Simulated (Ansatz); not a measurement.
Born–Oppenheimer molecular dynamics of a periodic cell of 18 atoms, Ru (surface Ru(0001)). It goes on from the last frame of an earlier run, with new velocities.

Theory: DFT PBE, scalar-relativistic, plane waves, PAW in Ansatz 0.2.0. Settings: PAW set soft_1, cutoff 420 eV, k mesh 4x3x1, fermi-dirac smearing 0.05 eV, no spin polarisation.

* ensemble: NVT, Nosé–Hoover chain
* time step: 3 fs
* steps asked: 150
* set temperature: 600 K
* thermostat: time constant 50 fs, chain length 1
* atoms held: 1 to 6
* seed: 671292

Frames 3 fs apart, positions in Å, forces in eV/Å.

Velocities at 30.0 fs (Å/ps):

```
Ru 0.00 0.00 0.00
Ru 0.00 0.00 0.00
Ru 0.00 0.00 0.00
Ru 0.00 0.00 0.00
Ru 0.00 0.00 0.00
Ru 0.00 0.00 0.00
Ru -0.47 -1.50 -0.87
Ru 1.40 1.07 -2.01
Ru -0.35 -1.02 0.54
Ru 1.15 2.07 -0.80
Ru -0.44 0.79 -2.19
Ru -1.13 1.90 -0.61
Ru 4.78 -0.60 -0.63
Ru 3.60 -1.02 -2.24
Ru -1.09 -1.19 -2.21
Ru 2.78 0.15 1.67
Ru 2.98 0.56 -1.29
Ru -0.93 0.56 2.65
```

```xyz
18
Lattice="5.4000 0.0000 0.0000 4.0500 7.0148 0.0000 0.0000 0.0000 15.2768" Properties=species:S:1:pos:R:3:forces:R:3 time_fs=30.0 energy_less_start_eV=0.386 T=367
Ru 0.000 0.000 1.000 -0.01 0.23 -0.59
Ru 2.700 0.000 1.000 -0.32 0.18 -0.55
Ru 1.350 2.338 1.000 0.11 -0.28 0.10
Ru 4.050 2.338 1.000 0.04 0.10 -0.56
Ru 2.700 4.676 1.000 0.08 -0.20 -0.70
Ru 5.400 4.676 1.000 0.35 0.14 -0.07
Ru -0.070 1.571 3.094 1.77 -0.42 0.25
Ru 2.800 1.568 3.085 -1.84 0.07 0.17
Ru 1.435 3.837 3.052 -1.29 0.69 0.18
Ru 4.118 3.885 3.041 -0.60 0.08 0.33
Ru 2.666 6.239 2.973 0.51 -0.11 1.46
Ru 5.346 6.296 3.048 1.11 -0.55 0.45
Ru -0.058 -0.114 5.170 0.85 1.37 -0.33
Ru 2.833 0.044 5.144 -1.50 -0.54 -0.11
Ru 1.301 2.413 5.218 0.59 -0.77 -0.91
Ru 4.073 2.327 5.221 -0.09 0.47 -0.35
Ru 2.724 4.723 5.046 -0.25 -0.87 0.90
Ru 5.398 4.662 5.090 0.48 0.42 0.33
18
Lattice="5.4000 0.0000 0.0000 4.0500 7.0148 0.0000 0.0000 0.0000 15.2768" Properties=species:S:1:pos:R:3:forces:R:3 time_fs=33.0 energy_less_start_eV=0.417 T=352
Ru 0.000 0.000 1.000 -0.02 0.23 -0.67
Ru 2.700 0.000 1.000 -0.34 0.20 -0.61
Ru 1.350 2.338 1.000 0.12 -0.28 0.09
Ru 4.050 2.338 1.000 0.05 0.13 -0.60
Ru 2.700 4.676 1.000 0.07 -0.22 -0.72
Ru 5.400 4.676 1.000 0.37 0.15 -0.09
Ru -0.071 1.567 3.091 1.78 -0.30 0.28
Ru 2.803 1.571 3.079 -1.86 0.05 0.27
Ru 1.434 3.834 3.054 -1.27 0.76 0.18
Ru 4.122 3.891 3.039 -0.59 -0.03 0.39
Ru 2.665 6.242 2.967 0.55 -0.18 1.54
Ru 5.343 6.301 3.046 1.21 -0.65 0.47
Ru -0.043 -0.115 5.168 0.73 1.40 -0.31
Ru 2.843 0.041 5.137 -1.54 -0.48 -0.06
Ru 1.298 2.409 5.212 0.66 -0.74 -0.84
Ru 4.082 2.328 5.226 -0.14 0.44 -0.44
Ru 2.733 4.725 5.043 -0.32 -0.90 0.91
Ru 5.395 4.664 5.098 0.55 0.40 0.19
18
Lattice="5.4000 0.0000 0.0000 4.0500 7.0148 0.0000 0.0000 0.0000 15.2768" Properties=species:S:1:pos:R:3:forces:R:3 time_fs=36.0 energy_less_start_eV=0.437 T=345
Ru 0.000 0.000 1.000 -0.02 0.23 -0.74
Ru 2.700 0.000 1.000 -0.35 0.22 -0.66
Ru 1.350 2.338 1.000 0.12 -0.27 0.07
Ru 4.050 2.338 1.000 0.05 0.16 -0.63
Ru 2.700 4.676 1.000 0.06 -0.23 -0.73
Ru 5.400 4.676 1.000 0.38 0.17 -0.11
Ru -0.070 1.562 3.089 1.75 -0.16 0.30
Ru 2.805 1.574 3.073 -1.85 0.03 0.36
Ru 1.431 3.832 3.055 -1.23 0.83 0.17
Ru 4.124 3.897 3.037 -0.58 -0.15 0.44
Ru 2.664 6.244 2.962 0.59 -0.24 1.61
Ru 5.341 6.306 3.045 1.30 -0.75 0.49
Ru -0.028 -0.115 5.166 0.60 1.41 -0.27
Ru 2.852 0.037 5.130 -1.56 -0.41 0.00
Ru 1.296 2.405 5.204 0.72 -0.71 -0.75
Ru 4.090 2.329 5.231 -0.20 0.40 -0.54
Ru 2.742 4.725 5.040 -0.39 -0.90 0.93
Ru 5.393 4.666 5.106 0.61 0.37 0.07
18
Lattice="5.4000 0.0000 0.0000 4.0500 7.0148 0.0000 0.0000 0.0000 15.2768" Properties=species:S:1:pos:R:3:forces:R:3 time_fs=39.0 energy_less_start_eV=0.447 T=345
Ru 0.000 0.000 1.000 -0.02 0.23 -0.80
Ru 2.700 0.000 1.000 -0.36 0.24 -0.71
Ru 1.350 2.338 1.000 0.12 -0.26 0.05
Ru 4.050 2.338 1.000 0.06 0.19 -0.65
Ru 2.700 4.676 1.000 0.05 -0.24 -0.73
Ru 5.400 4.676 1.000 0.40 0.19 -0.14
Ru -0.067 1.556 3.087 1.68 -0.03 0.32
Ru 2.805 1.578 3.067 -1.80 0.00 0.45
Ru 1.427 3.831 3.058 -1.17 0.89 0.15
Ru 4.126 3.904 3.035 -0.57 -0.26 0.49
Ru 2.664 6.246 2.959 0.62 -0.30 1.64
Ru 5.340 6.311 3.044 1.37 -0.85 0.49
Ru -0.011 -0.114 5.163 0.47 1.41 -0.23
Ru 2.860 0.033 5.123 -1.57 -0.33 0.06
Ru 1.294 2.400 5.195 0.78 -0.67 -0.66
Ru 4.098 2.330 5.235 -0.26 0.35 -0.64
Ru 2.750 4.725 5.038 -0.46 -0.89 0.93
Ru 5.391 4.669 5.114 0.66 0.34 -0.06
18
Lattice="5.4000 0.0000 0.0000 4.0500 7.0148 0.0000 0.0000 0.0000 15.2768" Properties=species:S:1:pos:R:3:forces:R:3 time_fs=42.0 energy_less_start_eV=0.446 T=353
Ru 0.000 0.000 1.000 -0.02 0.23 -0.84
Ru 2.700 0.000 1.000 -0.36 0.26 -0.74
Ru 1.350 2.338 1.000 0.12 -0.25 0.03
Ru 4.050 2.338 1.000 0.07 0.21 -0.66
Ru 2.700 4.676 1.000 0.04 -0.25 -0.71
Ru 5.400 4.676 1.000 0.40 0.21 -0.16
Ru -0.064 1.551 3.085 1.57 0.11 0.33
Ru 2.804 1.581 3.062 -1.71 -0.03 0.52
Ru 1.423 3.830 3.060 -1.09 0.93 0.13
Ru 4.128 3.910 3.034 -0.55 -0.37 0.53
Ru 2.665 6.247 2.957 0.65 -0.35 1.65
Ru 5.340 6.314 3.044 1.42 -0.95 0.47
Ru 0.005 -0.111 5.160 0.32 1.39 -0.18
Ru 2.866 0.029 5.116 -1.56 -0.25 0.13
Ru 1.292 2.394 5.186 0.83 -0.62 -0.55
Ru 4.106 2.332 5.238 -0.31 0.30 -0.73
Ru 2.758 4.724 5.037 -0.52 -0.86 0.94
Ru 5.390 4.672 5.123 0.70 0.30 -0.17
18
Lattice="5.4000 0.0000 0.0000 4.0500 7.0148 0.0000 0.0000 0.0000 15.2768" Properties=species:S:1:pos:R:3:forces:R:3 time_fs=45.0 energy_less_start_eV=0.436 T=369
Ru 0.000 0.000 1.000 -0.02 0.22 -0.88
Ru 2.700 0.000 1.000 -0.35 0.27 -0.76
Ru 1.350 2.338 1.000 0.12 -0.23 0.01
Ru 4.050 2.338 1.000 0.07 0.23 -0.65
Ru 2.700 4.676 1.000 0.02 -0.26 -0.69
Ru 5.400 4.676 1.000 0.40 0.22 -0.18
Ru -0.058 1.546 3.083 1.43 0.24 0.33
Ru 2.801 1.585 3.057 -1.59 -0.07 0.59
Ru 1.417 3.830 3.062 -0.99 0.97 0.10
Ru 4.130 3.916 3.034 -0.54 -0.47 0.56
Ru 2.666 6.249 2.957 0.68 -0.39 1.63
Ru 5.342 6.317 3.044 1.45 -1.04 0.45
Ru 0.023 -0.108 5.157 0.17 1.35 -0.12
Ru 2.872 0.024 5.109 -1.54 -0.17 0.21
Ru 1.292 2.387 5.176 0.87 -0.57 -0.42
Ru 4.114 2.334 5.241 -0.36 0.25 -0.81
Ru 2.766 4.722 5.036 -0.58 -0.82 0.94
Ru 5.390 4.675 5.131 0.74 0.26 -0.28
18
Lattice="5.4000 0.0000 0.0000 4.0500 7.0148 0.0000 0.0000 0.0000 15.2768" Properties=species:S:1:pos:R:3:forces:R:3 time_fs=48.0 energy_less_start_eV=0.417 T=393
Ru 0.000 0.000 1.000 -0.01 0.21 -0.90
Ru 2.700 0.000 1.000 -0.33 0.28 -0.77
Ru 1.350 2.338 1.000 0.11 -0.21 -0.01
Ru 4.050 2.338 1.000 0.08 0.25 -0.64
Ru 2.700 4.676 1.000 0.01 -0.26 -0.66
Ru 5.400 4.676 1.000 0.40 0.24 -0.20
Ru -0.052 1.541 3.082 1.26 0.37 0.31
Ru 2.797 1.588 3.053 -1.44 -0.10 0.64
Ru 1.410 3.831 3.064 -0.88 1.00 0.06
Ru 4.130 3.921 3.033 -0.53 -0.57 0.58
Ru 2.667 6.250 2.957 0.71 -0.43 1.58
Ru 5.345 6.319 3.044 1.47 -1.13 0.41
Ru 0.040 -0.103 5.154 0.02 1.30 -0.06
Ru 2.875 0.019 5.102 -1.51 -0.09 0.29
Ru 1.292 2.380 5.166 0.91 -0.51 -0.28
Ru 4.122 2.337 5.244 -0.41 0.20 -0.90
Ru 2.773 4.720 5.037 -0.64 -0.77 0.93
Ru 5.390 4.678 5.140 0.77 0.22 -0.37
18
Lattice="5.4000 0.0000 0.0000 4.0500 7.0148 0.0000 0.0000 0.0000 15.2768" Properties=species:S:1:pos:R:3:forces:R:3 time_fs=51.0 energy_less_start_eV=0.391 T=422
Ru 0.000 0.000 1.000 -0.01 0.20 -0.91
Ru 2.700 0.000 1.000 -0.31 0.29 -0.76
Ru 1.350 2.338 1.000 0.11 -0.19 -0.04
Ru 4.050 2.338 1.000 0.09 0.26 -0.62
Ru 2.700 4.676 1.000 0.00 -0.26 -0.62
Ru 5.400 4.676 1.000 0.40 0.25 -0.22
Ru -0.044 1.536 3.081 1.07 0.48 0.28
Ru 2.792 1.591 3.049 -1.26 -0.14 0.68
Ru 1.402 3.833 3.067 -0.75 1.01 0.02
Ru 4.131 3.926 3.034 -0.51 -0.65 0.59
Ru 2.669 6.251 2.960 0.73 -0.46 1.50
Ru 5.349 6.320 3.045 1.46 -1.21 0.36
Ru 0.058 -0.097 5.151 -0.14 1.22 0.00
Ru 2.878 0.014 5.096 -1.46 0.00 0.38
Ru 1.293 2.373 5.155 0.94 -0.43 -0.13
Ru 4.129 2.339 5.245 -0.45 0.15 -0.97
Ru 2.780 4.717 5.038 -0.68 -0.70 0.93
Ru 5.391 4.682 5.148 0.78 0.17 -0.46
18
Lattice="5.4000 0.0000 0.0000 4.0500 7.0148 0.0000 0.0000 0.0000 15.2768" Properties=species:S:1:pos:R:3:forces:R:3 time_fs=54.0 energy_less_start_eV=0.360 T=456
Ru 0.000 0.000 1.000 0.00 0.18 -0.90
Ru 2.700 0.000 1.000 -0.29 0.30 -0.75
Ru 1.350 2.338 1.000 0.10 -0.17 -0.07
Ru 4.050 2.338 1.000 0.10 0.27 -0.59
Ru 2.700 4.676 1.000 -0.01 -0.25 -0.57
Ru 5.400 4.676 1.000 0.39 0.26 -0.24
Ru -0.035 1.532 3.080 0.85 0.59 0.24
Ru 2.785 1.595 3.046 -1.06 -0.19 0.71
Ru 1.394 3.836 3.070 -0.60 1.01 -0.02
Ru 4.131 3.931 3.034 -0.50 -0.73 0.59
Ru 2.672 6.251 2.963 0.75 -0.47 1.40
Ru 5.355 6.321 3.046 1.43 -1.28 0.30
Ru 0.076 -0.089 5.148 -0.30 1.13 0.07
Ru 2.879 0.009 5.089 -1.41 0.09 0.47
Ru 1.295 2.365 5.144 0.97 -0.35 0.04
Ru 4.136 2.342 5.246 -0.49 0.09 -1.04
Ru 2.787 4.713 5.040 -0.73 -0.62 0.92
Ru 5.392 4.686 5.156 0.79 0.12 -0.54
18
Lattice="5.4000 0.0000 0.0000 4.0500 7.0148 0.0000 0.0000 0.0000 15.2768" Properties=species:S:1:pos:R:3:forces:R:3 time_fs=57.0 energy_less_start_eV=0.327 T=493
Ru 0.000 0.000 1.000 0.00 0.17 -0.88
Ru 2.700 0.000 1.000 -0.25 0.30 -0.73
Ru 1.350 2.338 1.000 0.09 -0.14 -0.10
Ru 4.050 2.338 1.000 0.10 0.28 -0.55
Ru 2.700 4.676 1.000 -0.01 -0.24 -0.52
Ru 5.400 4.676 1.000 0.37 0.27 -0.26
Ru -0.025 1.528 3.080 0.62 0.67 0.19
Ru 2.777 1.598 3.043 -0.84 -0.23 0.72
Ru 1.385 3.840 3.072 -0.43 0.99 -0.07
Ru 4.130 3.935 3.036 -0.48 -0.79 0.58
Ru 2.676 6.251 2.968 0.77 -0.48 1.27
Ru 5.362 6.319 3.047 1.37 -1.33 0.23
Ru 0.094 -0.081 5.144 -0.46 1.03 0.13
Ru 2.880 0.004 5.083 -1.34 0.17 0.57
Ru 1.298 2.356 5.133 0.99 -0.25 0.22
Ru 4.143 2.344 5.246 -0.53 0.04 -1.10
Ru 2.792 4.708 5.043 -0.76 -0.54 0.90
Ru 5.394 4.690 5.163 0.79 0.07 -0.60
18
Lattice="5.4000 0.0000 0.0000 4.0500 7.0148 0.0000 0.0000 0.0000 15.2768" Properties=species:S:1:pos:R:3:forces:R:3 time_fs=60.0 energy_less_start_eV=0.295 T=533
Ru 0.000 0.000 1.000 0.01 0.14 -0.85
Ru 2.700 0.000 1.000 -0.21 0.31 -0.70
Ru 1.350 2.338 1.000 0.09 -0.11 -0.12
Ru 4.050 2.338 1.000 0.11 0.28 -0.50
Ru 2.700 4.676 1.000 -0.02 -0.23 -0.45
Ru 5.400 4.676 1.000 0.35 0.28 -0.28
Ru -0.015 1.524 3.079 0.39 0.75 0.12
Ru 2.769 1.601 3.041 -0.61 -0.27 0.71
Ru 1.375 3.844 3.075 -0.26 0.95 -0.12
Ru 4.129 3.938 3.037 -0.47 -0.85 0.56
Ru 2.680 6.251 2.974 0.78 -0.47 1.13
Ru 5.370 6.317 3.049 1.29 -1.36 0.16
Ru 0.112 -0.072 5.141 -0.61 0.90 0.20
Ru 2.879 -0.001 5.077 -1.26 0.26 0.67
Ru 1.301 2.347 5.122 1.01 -0.14 0.41
Ru 4.149 2.347 5.245 -0.56 -0.01 -1.15
Ru 2.798 4.703 5.047 -0.79 -0.45 0.89
Ru 5.397 4.694 5.171 0.77 0.02 -0.66
18
Lattice="5.4000 0.0000 0.0000 4.0500 7.0148 0.0000 0.0000 0.0000 15.2768" Properties=species:S:1:pos:R:3:forces:R:3 time_fs=63.0 energy_less_start_eV=0.266 T=572
Ru 0.000 0.000 1.000 0.02 0.12 -0.81
Ru 2.700 0.000 1.000 -0.17 0.31 -0.66
Ru 1.350 2.338 1.000 0.08 -0.08 -0.15
Ru 4.050 2.338 1.000 0.11 0.28 -0.44
Ru 2.700 4.676 1.000 -0.03 -0.22 -0.39
Ru 5.400 4.676 1.000 0.32 0.28 -0.30
Ru -0.004 1.521 3.079 0.15 0.80 0.05
Ru 2.760 1.604 3.039 -0.36 -0.32 0.69
Ru 1.365 3.850 3.077 -0.07 0.90 -0.17
Ru 4.128 3.941 3.040 -0.46 -0.89 0.53
Ru 2.685 6.250 2.981 0.78 -0.46 0.97
Ru 5.379 6.314 3.050 1.18 -1.37 0.09
Ru 0.130 -0.061 5.138 -0.76 0.76 0.26
Ru 2.877 -0.006 5.072 -1.16 0.34 0.76
Ru 1.306 2.338 5.111 1.01 -0.01 0.61
Ru 4.156 2.350 5.243 -0.58 -0.06 -1.19
Ru 2.803 4.698 5.051 -0.81 -0.36 0.87
Ru 5.401 4.699 5.177 0.75 -0.03 -0.70
```

Of the whole run (450 fs, mean temperature of the second half 568 K): The conserved energy stayed within 0.18 meV per atom of its start (net change 0.038 meV per atom), so the integration is sound. A run of 0.45 ps of so small a system gives no equilibrium averages. Limits of this set-up: coarse k mesh, thin slab, slab without dipole correction.

The run took 38 min on 4 threads of Arm Neoverse V1, on a shared host, peak memory 2.5 GiB.
